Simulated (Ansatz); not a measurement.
**Property card for Cl**

Computed with Ansatz 0.2.0, DFT PBEsol, scalar-relativistic, plane waves, PAW.

Cutoff 420 eV; k points 8×8×4 on the computed 4-atom cell (Γ-centred); Gaussian smearing, width 0.02 eV; no spin polarisation.

The structure is relaxed at this level of theory with its symmetry kept.

```
Cl
1.0
     3.44800   -1.94071    0.00000
     3.44800    1.94071    0.00000
     0.00000    0.00000    8.00014
Cl
4
Direct
  0.87329 0.12671 0.11123
  0.62671 0.37329 0.61123
  0.12671 0.87329 0.88877
  0.37329 0.62671 0.38877
```

| Quantity | Value |
| --- | --- |
| Space group | Cmce (No. 64) |
| Volume per atom | 26.77 Å³ |
| Formation energy from the elements' standard states (uncorrected) | -0.100 eV/atom |
| Kohn–Sham band gap | 2.02 eV, direct at Γ |
| Löwdin character of the top 1 eV of the valence band | Cl 3p 99 % |
| Löwdin character of the lowest 1 eV of the conduction band | Cl 3p 92 % |
| Electron masses at the edge by Cartesian direction of the standard setting (m_e; degenerate bands sorted by energy; no spin-orbit coupling) | x: 10; y: over 30; z: 1.4 |
| Hole masses at the edge by Cartesian direction of the standard setting (m_e; degenerate bands sorted by energy; no spin-orbit coupling) | x: 5.9; y: 1.9; z: 2.3 |
| Bader charges (e) | Cl (4 in the cell) 0.00 |

Each cell of Cl holds molecules, and where no dispersion correction was added their binding is poorly described.